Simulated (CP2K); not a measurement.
Runs of CP2K 2026.2 on NiO. Symmetry: Fm-3m, No. 225, cubic system. Conventional cell: a = 4.172 Å, b = 4.172 Å, c = 4.172 Å, α = 90.00°, β = 90.00°, γ = 90.00°. Ni (site symmetry m-3m) is surrounded by 6 O at 2.09 Å. Around O (site symmetry m-3m) lie 6 Ni at 2.09 Å. 

```csv
task,level,potentials or basis,cell,smearing,MIXING METHOD,MIXING ALPHA,NBUFFER,NGRIDS,CUTOFF of the grids,gap on the mesh (eV),pressure (GPa),moment (μB)
single point,RPBE,"POTENTIAL_UZH Ni GTH-PBE-q18, O GTH-PBE-q6; TZVP-MOLOPT-PBE-GTH basis",the cell as VASP's run set it,gaussian 0.1 eV,BROYDEN_MIXING,0.2,10,5,650 Ry,none,(a),1.96
single point,PBE,"GTH_POTENTIALS Ni GTH-PBE-q18; POTENTIAL_UZH O GTH-PBE-q6; TZVP-MOLOPT-SR-GTH, TZVP-MOLOPT-PBE-GTH basis",as given,fermi-dirac 0.05 eV,PULAY_MIXING,0.4,6,4,600 Ry,none,9.0,1.92
band structure,PBEsol,"POTENTIAL_UZH Ni GTH-PBE-q18, O GTH-PBE-q6; TZVP-MOLOPT-PBE-GTH basis",as given,fermi-dirac 0.1 eV,BROYDEN_MIXING,0.2,10,4,650 Ry,none,(c),1.68
single point,PBE,"POTENTIAL_UZH Ni GTH-PBE-q18, O GTH-PBE-q6; TZVP-MOLOPT-PBE-GTH basis","atoms moved at random, drawn with an rms of 0.05 Å",fermi-dirac 0.1 eV,BROYDEN_MIXING,0.2,10,5,650 Ry,none,(b),1.87
```

Alike in all rows: spin collinear, ferromagnetic start; k mesh 11 × 11 × 11.

Question: Fill in the values left out.

Answer: (a) 14.5; (b) 8.0; (c) -4.1.

Caveats: the basis of atomic orbitals isn't converged, which shifts pressures, moduli and gaps; a cell with one magnetic atom can't hold antiferromagnetic order, which such compounds often take; semilocal functionals often make such compounds metallic where correlation or magnetic order opens a gap, which also shifts bond lengths; the potentials were made for another functional, which shifts forces and pressure (some runs).

A k mesh can miss the band edges.

A gap of «none» marks a metal or a gap under the smearing width.

Not every run made on this cell is shown here.
